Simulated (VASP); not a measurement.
## From an Ansatz input to VASP: GaP (CsCl)

Ansatz input

```yaml
crystal:
  lattice:
    - [3.1864348745, 0.0, 0.0]
    - [0.0, 3.1864348745, 0.0]
    - [0.0, 0.0, 3.1864348745]
  atoms:
    - { symbol: Ga, position: [0.0, 0.0, 0.0] }
    - { symbol: P, position: [0.5, 0.5, 0.5] }
kpoints:
  mp_grid: { grid: [8, 8, 8] }
  band_path:
    path:
      - [0.0, 0.0, 0.0]
      - [0.0, 0.5, 0.0]
      - [0.5, 0.5, 0.0]
      - [0.5, 0.5, 0.5]
      - [0.0, 0.125, -0.5]
      - [0.5, 0.5, 0.4]
    npoints: 1
hamiltonian:
  xc: r2scan
scf:
  occupations: { method: fermi_dirac, width: 0.02 }
  n_extra_bands: 4
output:
  forces: true
  stress: true
  eigenvalues: true
```

Translate this input to VASP.



INCAR

```
ISMEAR = -1
METAGGA = R2SCAN
ENCUT = 520
LCHARG = .FALSE.
EDIFF = 1E-7
NELM = 120
LREAL = .FALSE.
IBRION = -1
LASPH = .TRUE.
LWAVE = .FALSE.
ALGO = Normal
NBANDS = 16
PREC = Accurate
SIGMA = 0.02
ISIF = 2
NSW = 0
```

KPOINTS

```
KPOINTS created by Atomic Simulation Environment
0
Gamma
8 8 8
0 0 0
```

KPOINTS_OPT

```
special points
6
Reciprocal
0.0000000000 0.0000000000 0.0000000000 1
0.0000000000 0.5000000000 0.0000000000 1
0.5000000000 0.5000000000 0.0000000000 1
0.5000000000 0.5000000000 0.5000000000 1
0.0000000000 0.1250000000 -0.5000000000 1
0.5000000000 0.5000000000 0.4000000000 1
```

POSCAR

```
Ga P
 1.0000000000000000
     3.1864348745051778    0.0000000000000000    0.0000000000000000
    -0.0000000000000000    3.1864348745051778    0.0000000000000000
     0.0000000000000000    0.0000000000000000    3.1864348745051778
 Ga  P
   1   1
Cartesian
  0.0000000000000000  0.0000000000000000  0.0000000000000000
  1.5932174372525889  1.5932174372525889  1.5932174372525889
```

VASP ran with the recommended PBE PAW datasets (18 valence electrons in the cell). Other inputs would serve too.

|  | Ansatz | VASP |
| --- | --- | --- |
| gap between bands v and c | -3.86 eV (bands overlap: a metal) | -3.85 eV (bands overlap: a metal) |
| least direct gap | 0.17 eV | 0.17 eV |
| pressure | 0.0 GPa | -0.1 GPa |

The two codes use different PAW datasets and cutoffs. VASP's cell holds 18 valence electrons and Ansatz's 18. Ansatz's stress includes a Pulay correction; VASP's doesn't.
